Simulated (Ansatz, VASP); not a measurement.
Two plane-wave programs on Ag

```
Ag
1.0
     0.00000    2.04275    2.04275
     2.04275    0.00000    2.04275
     2.04275    2.04275    0.00000
Ag
1
Cartesian
  0.0000 0.0000 0.0000
```

Alike in both runs: task relaxation of cell and atoms; functional PBE; dispersion D3(BJ); k mesh 18 × 18 × 18; occupations gaussian, width 0.1 eV; no spin polarisation.

|  | VASP | Ansatz |
| --- | --- | --- |
| version | VASP 6.6.1 | Ansatz 0.2.0 |
| potentials or method | VASP PAW PBE potentials, release 64 (Ag) | scalar-relativistic, plane waves, PAW |
| plane-wave cutoff (eV) | 600 | 420 |
| valence electrons in the cell | 11 | 19 |

|  | VASP | Ansatz | Ansatz less VASP |
| --- | --- | --- | --- |
| gap on the k mesh at the Fermi level, each at its own relaxed structure (eV) | none | none | - |
| relaxed volume (Å³/atom) | 16.86 | 16.90 | +0.034 |
| relaxed cell length with the largest relative difference (Å) | 2.878 | 2.880 | +0.0019 |

A gap of «none» marks a metal or a gap that the smearing closes. The two sets of potentials don't hold the same shells in valence.

Caveats: pairwise dispersion overbinds metals, which lowers pressure and volume.
